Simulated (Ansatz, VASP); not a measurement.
**SiGe7 (random alloy of the diamond Si-Ge line, x = 0.875) in two plane-wave programs**

Wanted: the spread between two codes on one cell, functional and k mesh. The structure shown is the start of the Ansatz relaxation below; VASP solves that cell, so the two are compared at the walk's first step.

Calculated with Ansatz 0.2.0; plane waves, with VASP 6.6.1 beside it; single point at PBE.

## (1) Set-up

The cell holds 64 atoms: 56 Ge and 8 Si. Cell: a = 11.447 Å, b = 11.447 Å, c = 11.447 Å, α = 90.0°, β = 90.0°, γ = 90.0°. It derives from Si (diamond Si-Ge), repeated 2×2×2. Diamond Si-Ge: 64 atoms, 56 of 64 Si sites given to Ge at random, cell and internal coordinates interpolated linearly between the end members (Vegard's rule); (so at first; earlier steps may have moved the atoms), displaced by a Gaussian of 0.02 A. Lattice constants are starting values near those of PBE.

## (2) Ansatz: relaxation, PBE

Ansatz runs on its default PAW (the set named soft_2) files.

The two programs are compared at the cell with which this relaxation starts, whose forces are those of its first step.

Contents of input.yaml:

```yaml
crystal:
  lattice:
    - [11.44725, 0.0, 0.0]
    - [0.0, 11.44725, 0.0]
    - [0.0, 0.0, 11.44725]
  atoms:
    - { symbol: Ge, position: [0.99927, 0.9999, 0.99627] }
    - { symbol: Ge, position: [0.12787, 0.12187, 0.12353] }
    - { symbol: Si, position: [0.00088, 0.24782, 0.24815] }
    - { symbol: Ge, position: [0.12341, 0.37596, 0.379] }
    - { symbol: Ge, position: [0.25007, 0.99805, 0.25094] }
    - { symbol: Ge, position: [0.37396, 0.12497, 0.37705] }
    - { symbol: Ge, position: [0.24869, 0.25002, 0.99847] }
    - { symbol: Ge, position: [0.37473, 0.37545, 0.12327] }
    - { symbol: Ge, position: [0.99941, 0.99959, 0.49889] }
    - { symbol: Si, position: [0.12293, 0.12252, 0.62473] }
    - { symbol: Ge, position: [0.99953, 0.2539, 0.74575] }
    - { symbol: Ge, position: [0.1252, 0.37565, 0.87738] }
    - { symbol: Si, position: [0.25088, 0.99853, 0.75] }
    - { symbol: Ge, position: [0.37595, 0.12445, 0.87635] }
    - { symbol: Si, position: [0.24674, 0.25302, 0.50256] }
    - { symbol: Ge, position: [0.37441, 0.37607, 0.62508] }
    - { symbol: Ge, position: [0.99855, 0.50015, 0.00175] }
    - { symbol: Ge, position: [0.12433, 0.62434, 0.12487] }
    - { symbol: Ge, position: [0.00076, 0.75223, 0.24889] }
    - { symbol: Ge, position: [0.12589, 0.87538, 0.37175] }
    - { symbol: Ge, position: [0.24927, 0.49977, 0.24993] }
    - { symbol: Ge, position: [0.37557, 0.62144, 0.37508] }
    - { symbol: Si, position: [0.24882, 0.74749, 0.00092] }
    - { symbol: Ge, position: [0.37628, 0.87386, 0.12647] }
    - { symbol: Ge, position: [0.99933, 0.50012, 0.49808] }
    - { symbol: Ge, position: [0.12777, 0.62035, 0.62484] }
    - { symbol: Ge, position: [0.00121, 0.74645, 0.74967] }
    - { symbol: Ge, position: [0.12487, 0.87644, 0.87718] }
    - { symbol: Ge, position: [0.24929, 0.49758, 0.75239] }
    - { symbol: Ge, position: [0.37713, 0.62419, 0.87561] }
    - { symbol: Ge, position: [0.25067, 0.75099, 0.50036] }
    - { symbol: Ge, position: [0.37746, 0.87196, 0.62682] }
    - { symbol: Ge, position: [0.50066, 0.99962, 0.00205] }
    - { symbol: Ge, position: [0.62091, 0.12703, 0.12567] }
    - { symbol: Ge, position: [0.49802, 0.25076, 0.24947] }
    - { symbol: Ge, position: [0.62952, 0.37821, 0.37577] }
    - { symbol: Ge, position: [0.74874, 0.99898, 0.24943] }
    - { symbol: Ge, position: [0.87402, 0.12342, 0.37397] }
    - { symbol: Ge, position: [0.74952, 0.2491, 0.99878] }
    - { symbol: Ge, position: [0.87338, 0.37946, 0.12243] }
    - { symbol: Ge, position: [0.49822, 0.00076, 0.49943] }
    - { symbol: Ge, position: [0.62574, 0.1264, 0.62721] }
    - { symbol: Ge, position: [0.50131, 0.24826, 0.75194] }
    - { symbol: Ge, position: [0.62192, 0.3748, 0.87413] }
    - { symbol: Ge, position: [0.74815, 0.00103, 0.74968] }
    - { symbol: Ge, position: [0.87678, 0.12241, 0.87648] }
    - { symbol: Ge, position: [0.75087, 0.25022, 0.49752] }
    - { symbol: Ge, position: [0.87456, 0.3723, 0.62136] }
    - { symbol: Si, position: [0.50573, 0.5017, 0.00313] }
    - { symbol: Ge, position: [0.62425, 0.62622, 0.12622] }
    - { symbol: Ge, position: [0.50105, 0.75001, 0.2496] }
    - { symbol: Si, position: [0.62138, 0.87607, 0.37574] }
    - { symbol: Ge, position: [0.75195, 0.49952, 0.25304] }
    - { symbol: Ge, position: [0.87422, 0.62281, 0.37664] }
    - { symbol: Ge, position: [0.74918, 0.74781, 0.00022] }
    - { symbol: Ge, position: [0.87632, 0.87542, 0.12587] }
    - { symbol: Ge, position: [0.50718, 0.50143, 0.50268] }
    - { symbol: Ge, position: [0.62153, 0.62564, 0.62635] }
    - { symbol: Ge, position: [0.49936, 0.74847, 0.75069] }
    - { symbol: Si, position: [0.62445, 0.87396, 0.87701] }
    - { symbol: Ge, position: [0.75233, 0.50053, 0.74921] }
    - { symbol: Ge, position: [0.8759, 0.62645, 0.8761] }
    - { symbol: Ge, position: [0.74746, 0.74941, 0.50063] }
    - { symbol: Ge, position: [0.87609, 0.87668, 0.62632] }
kpoints:
  mp_grid: { grid: [1, 1, 1] }
hamiltonian:
  xc: pbe
scf:
  occupations: { method: fermi_dirac, width: 0.025 }
output:
  forces: true
relax:
  f_tol: 0.04
  max_steps: 150
  cell: {}
```

Launch:

```
$ ansatz run input.yaml --threads 4 --pin off --max-ram 8192MiB --backend cpu --events-out ev --progress --plain --runs-dir out
```

Numbers of over 12 decimals in the logs are rounded to 6 here.

The log of the run:

```text
Engine: ansatz 0.2.0, aarch64-unknown-linux-gnu
Pseudopotentials: kind: paw
Pseudopotential: Ge, paw, valence charge 14, recommended cutoff 420 eV (normal), Ge.paw.azcp
Pseudopotential: Si, paw, valence charge 4, recommended cutoff 420 eV (normal), Si.paw.azcp
Functional definition: PBE
  parameter kappa = 0.804
  parameter beta = 0.066725
  exchange = pbe_x(kappa = kappa, mu = beta*pi^2/3)
  correlation = pbe_c(beta = beta)
Crystal: 64 atoms, lattice volume = 1500.042 Å³
Basis set: ecut = 420 eV, 29279 PW (Γ), exchange–correlation on 160×160×160 points (8 copies of the dense FFT grid, shifted against one another)
Bands: 490, of which v1, the nominal top of the filled ones, is band 408 counted from 1 (407 counted from 0)
Symmetry: 1 space group operations
Space group: P1 (ITA 1), of the structure as read, at distance tolerance 1.1e-4 Å
k-points: 1
Non-local potential: Ge, projectors of the file, l = 0: 2, l = 1: 2, l = 2: 3, l = 3: 1
Non-local potential: Si, projectors of the file, l = 0: 2, l = 1: 2, l = 2: 2
PAW form: soft (Blöchl's): semilocal exchange-correlation on the pseudo side does not see the compensation charge
PAW one-centre angular grid: Ge, 590 points (default); XC on 64 Gauss nodes
PAW one-centre angular grid: Si, 110 points (default); XC on 64 Gauss nodes
Initial density: superposition of atomic densities (neutral atoms: chi_scale 0, normalization atom), corrected by the library's trained network
Initial wavefunctions: pseudopotential atomic-orbital guess
Functional: x = pbe(κ = 0.804, μ = 0.219515), c = pbe(β = 0.066725)
SCF iter   1: F=—  HF=-245595.688260 eV  |F-HF|=—  |Δ(HF+E_count)|=         —  Δρ=1.83e-3  dr2=1.13e-1  ethr=1.77e-3  ⟨swp⟩=6.0  Hψ=1617  notcnv=0  defer=43
preconditioner: auto → LDOS  [metal: Δε(μ)=0.026 eV  Ē_g=21.589 eV  σ=0.025 eV  W_gap=0.24  n_scr=388 (ndim 8)  ℏωp=27.4 eV  f_vac=0.064  D(μ)=49.25/eV (n_scr^D=364)  β→1.0]
SCF iter   2: F=—  HF=-245595.660591 eV  |F-HF|=—  |Δ(HF+E_count)|=   2.77e-2  Δρ=1.61e-3  dr2=3.67e-2  ethr=1.38e-5  ⟨swp⟩=2.0  Hψ=989  notcnv=0  defer=65
SCF iter   3: F=—  HF=-245595.639393 eV  |F-HF|=—  |Δ(HF+E_count)|=   2.12e-2  Δρ=4.35e-4  dr2=1.06e-2  ethr=4.50e-6  ⟨swp⟩=2.0  Hψ=850  notcnv=0  defer=65
SCF iter   4: F=—  HF=-245595.636927 eV  |F-HF|=—  |Δ(HF+E_count)|=   2.47e-3  Δρ=2.05e-4  dr2=2.56e-3  ethr=1.30e-6  ⟨swp⟩=3.0  Hψ=905  notcnv=0  defer=65
SCF iter   5: F=—  HF=-245595.636353 eV  |F-HF|=—  |Δ(HF+E_count)|=   5.74e-4  Δρ=8.27e-5  dr2=3.28e-4  ethr=3.14e-7  ⟨swp⟩=2.0  Hψ=527  notcnv=0  defer=65
SCF iter   6: F=—  HF=-245595.636267 eV  |F-HF|=—  |Δ(HF+E_count)|=   8.62e-5  Δρ=2.62e-5  dr2=2.00e-5  ethr=4.02e-8  ⟨swp⟩=2.0  Hψ=818  notcnv=0  defer=65
SCF iter   7: F=—  HF=-245595.638014 eV  |F-HF|=—  |Δ(HF+E_count)|=   1.75e-3  Δρ=9.47e-6  dr2=3.35e-6  ethr=2.45e-9  ⟨swp⟩=2.0  Hψ=837  notcnv=0  defer=65
SCF iter   8: F=—  HF=-245595.638014 eV  |F-HF|=—  |Δ(HF+E_count)|=   8.97e-8  Δρ=3.40e-6  dr2=7.15e-7  ethr=4.11e-10  ⟨swp⟩=2.0  Hψ=838  notcnv=0  defer=65
SCF iter   9: F=—  HF=-245595.638014 eV  |F-HF|=—  |Δ(HF+E_count)|=   3.12e-8  Δρ=1.76e-6  dr2=2.91e-7  ethr=8.77e-11  ⟨swp⟩=2.0  Hψ=834  notcnv=0  defer=65
SCF iter  10: F=-245595.638014 eV  HF=-245595.638014 eV  |F-HF|=6.14e-8  |Δ(HF+E_count)|=   4.72e-8  Δρ=8.88e-7  dr2=7.14e-8  ethr=1.23e-11  ⟨swp⟩=2.0  Hψ=1420  notcnv=0
SCF 1 converged in 10 iterations: F = -245595.638014 eV  dr2 = 7.14e-8
  greatest PAW one-centre occupation: 0.998 electrons in one spin orbital (limit 2), on the Ge atom at site 34 (counted from 0), in its partial waves of l = 2
relax step   1: F+E_penalty+E_count = -245595.63801365 eV  Δ(F+E_penalty+E_count) = +0.000e0 eV  max|allowed force component| = 8.929e-1 eV/Å  Δτ_max = 0.0000 Å  P = +1.591 GPa  Ω = 1500.042 Å³  (10 SCF iters, dr2 threshold 1.00e-7 eV, accepted)
Crystal: 64 atoms, lattice volume = 1532.635 Å³
Basis set: ecut = 420 eV, 29923 PW (Γ), exchange–correlation on 160×160×160 points (8 copies of the dense FFT grid, shifted against one another)
Initial density: handed on by an earlier stage of this run
Initial wavefunctions: those handed on with the density
iter 1 solved again at ethr=3.19e-5 eV; its pass at ethr=3.10e-3 eV (dr2=2.60e-1 eV) is discarded
SCF iter   1: F=—  HF=-245596.600781 eV  |F-HF|=—  |Δ(HF+E_count)|=         —  Δρ=5.02e-3  dr2=2.62e-1  ethr=3.19e-5  ⟨swp⟩=2.0  Hψ=2202  notcnv=0
preconditioner: auto → LDOS  [metal: Δε(μ)=0.034 eV  Ē_g=21.468 eV  σ=0.025 eV  W_gap=0.32  n_scr=388 (ndim 8)  ℏωp=27.1 eV  f_vac=0.081  D(μ)=49.93/eV (n_scr^D=364)  β→1.0]
SCF iter   2: F=—  HF=-245596.603795 eV  |F-HF|=—  |Δ(HF+E_count)|=   3.01e-3  Δρ=1.50e-3  dr2=6.88e-2  ethr=3.19e-5  ⟨swp⟩=4.0  Hψ=1050  notcnv=0
SCF iter   3: F=—  HF=-245596.593948 eV  |F-HF|=—  |Δ(HF+E_count)|=   9.85e-3  Δρ=7.78e-4  dr2=2.46e-2  ethr=8.44e-6  ⟨swp⟩=3.0  Hψ=983  notcnv=0
[...]
atom  12  Ge    -0.00331218     0.00584463    -0.00568614
  atom  13  Si     0.00423348    -0.00485378     0.00434661
  atom  14  Ge    -0.00541890     0.00489354    -0.00417442
  atom  15  Si     0.00367932    -0.00311424     0.00137664
  atom  16  Ge    -0.00660767     0.00190325    -0.00321110
  atom  17  Ge     0.00333910    -0.00606996     0.00599003
  atom  18  Ge    -0.00355497     0.00455502    -0.00434701
  atom  19  Ge     0.00599718    -0.00369203     0.00419361
  atom  20  Ge    -0.00500355     0.00655267    -0.00631567
  atom  21  Ge     0.00567977    -0.00416631     0.00364347
  atom  22  Ge    -0.00676970     0.00756171    -0.00509298
  atom  23  Si     0.00223267    -0.00262750     0.00461408
  atom  24  Ge    -0.00461400     0.00324848    -0.00230657
  atom  25  Ge     0.00663450    -0.00595195     0.00047948
  atom  26  Ge    -0.00535433     0.00702765    -0.00294989
  atom  27  Ge     0.00451981    -0.00290579     0.00588445
  atom  28  Ge    -0.00405556     0.00403819    -0.00163575
  atom  29  Ge     0.00510243    -0.00612041     0.00436851
  atom  30  Ge    -0.00434084     0.00690415    -0.00457487
  atom  31  Ge     0.00625278    -0.00653291     0.00467168
  atom  32  Ge    -0.00477603     0.00259519    -0.00376874
  atom  33  Ge     0.00292127    -0.00389732     0.00474911
  atom  34  Ge    -0.00570491     0.00397092    -0.00481925
  atom  35  Ge     0.00399108    -0.00657975     0.00248258
[...]
atom  57  Ge     0.00703441    -0.00411456     0.00679963
  atom  58  Ge    -0.00968426     0.00423735    -0.00582012
  atom  59  Ge     0.00150913    -0.00456527     0.00024825
  atom  60  Si    -0.00240433     0.00627395    -0.00498299
  atom  61  Ge     0.00503074    -0.00511416     0.00255741
  atom  62  Ge    -0.00488880     0.00720925    -0.00508966
  atom  63  Ge     0.00411838    -0.00265137     0.00550642
  atom  64  Ge    -0.00458339     0.00463452    -0.00504886
  max |Σ_I F_I| component: 3.35e-7 eV/Å
--- Stress (GPa, compression-positive) ---
       -0.010936      -0.001343      -0.005726
       -0.001343       0.002058      -0.002961
       -0.005726      -0.002961      -0.008287
  P = ⅓ Tr σ = -0.0057 GPa (-0.057 kbar)
--- Relaxed structure (8 steps of the walk, 6 accepted, 1 SCFs on fresh bases) ---
  F+E_penalty+E_count = -245596.90100040 eV   max|allowed force component| = 9.684e-3 eV/Å   (the final SCF, on the basis selected at the relaxed cell)
  cell:  # Å, volume = 1547.6458 Å³
    - [11.607533, -0.183928, 0.094976]
    - [-0.183928, 11.613862, 0.108199]
    - [0.094976, 0.108199, 11.485041]
  atoms:
    - { symbol: Ge, position: [1.002110, 1.000332, 0.998446] }
    - { symbol: Ge, position: [0.121808, 0.126216, 0.129986] }
    - { symbol: Si, position: [0.00164571, 0.250347, 0.248278] }
    - { symbol: Ge, position: [0.124362, 0.368562, 0.377483] }
    - { symbol: Ge, position: [0.250375, 1.001143, 0.247335] }
    - { symbol: Ge, position: [0.371770, 0.125051, 0.379723] }
    - { symbol: Ge, position: [0.251325, 0.249930, 0.997477] }
    - { symbol: Ge, position: [0.376463, 0.376159, 0.124733] }
    - { symbol: Ge, position: [1.004358, 1.004091, 0.500698] }
    - { symbol: Si, position: [0.129098, 0.123512, 0.627606] }
    - { symbol: Ge, position: [1.004885, 0.247189, 0.745517] }
    - { symbol: Ge, position: [0.123892, 0.373181, 0.877459] }
    - { symbol: Si, position: [0.249603, 1.002866, 0.745469] }
    - { symbol: Ge, position: [0.371856, 0.120929, 0.874863] }
    - { symbol: Si, position: [0.248428, 0.246852, 0.500207] }
    - { symbol: Ge, position: [0.370569, 0.370950, 0.625451] }
    - { symbol: Ge, position: [1.001209, 0.500560, -0.00206082] }
    - { symbol: Ge, position: [0.126581, 0.626496, 0.125469] }
    - { symbol: Ge, position: [0.00127285, 0.751032, 0.247437] }
    - { symbol: Ge, position: [0.123680, 0.874794, 0.379088] }
    - { symbol: Ge, position: [0.251245, 0.499792, 0.247480] }
    - { symbol: Ge, position: [0.374339, 0.624777, 0.377970] }
    - { symbol: Si, position: [0.252518, 0.750846, -0.00247409] }
    - { symbol: Ge, position: [0.372575, 0.872271, 0.126043] }
    - { symbol: Ge, position: [1.001558, 0.499265, 0.497096] }
    - { symbol: Ge, position: [0.124048, 0.623248, 0.628168] }
    - { symbol: Ge, position: [0.00198141, 0.751341, 0.747839] }
    - { symbol: Ge, position: [0.129458, 0.875096, 0.876674] }
    - { symbol: Ge, position: [0.252000, 0.500656, 0.748466] }
[...]
- { symbol: Si, position: [0.500454, 0.502308, -0.00179242] }
[...]
- { symbol: Si, position: [0.623135, 0.874423, 0.376864] }
[...]
- { symbol: Ge, position: [0.872600, 0.873402, 0.127442] }
    - { symbol: Ge, position: [0.500031, 0.500079, 0.498173] }
    - { symbol: Ge, position: [0.623050, 0.625843, 0.627890] }
    - { symbol: Ge, position: [0.501139, 0.753528, 0.751535] }
    - { symbol: Si, position: [0.623431, 0.873794, 0.878142] }
    - { symbol: Ge, position: [0.751029, 0.500918, 0.747628] }
    - { symbol: Ge, position: [0.873485, 0.624951, 0.878023] }
    - { symbol: Ge, position: [0.749059, 0.753530, 0.495672] }
    - { symbol: Ge, position: [0.874171, 0.875110, 0.627819] }
```

(Continued in part 2 of 2.)

[Lines on the potential files, build, host, timing and source positions are cut from VASP's logs without a mark.]

[Logs are printed without paths, hosts, clocks, repeated set-up lines and the standing remarks that a program may print on its own settings, such as how far it seeks lower states.]

[Hosts, paths, dates, database ids (printed as entryN), source tags and the programs' standing remarks are cut or masked in the printed files.]
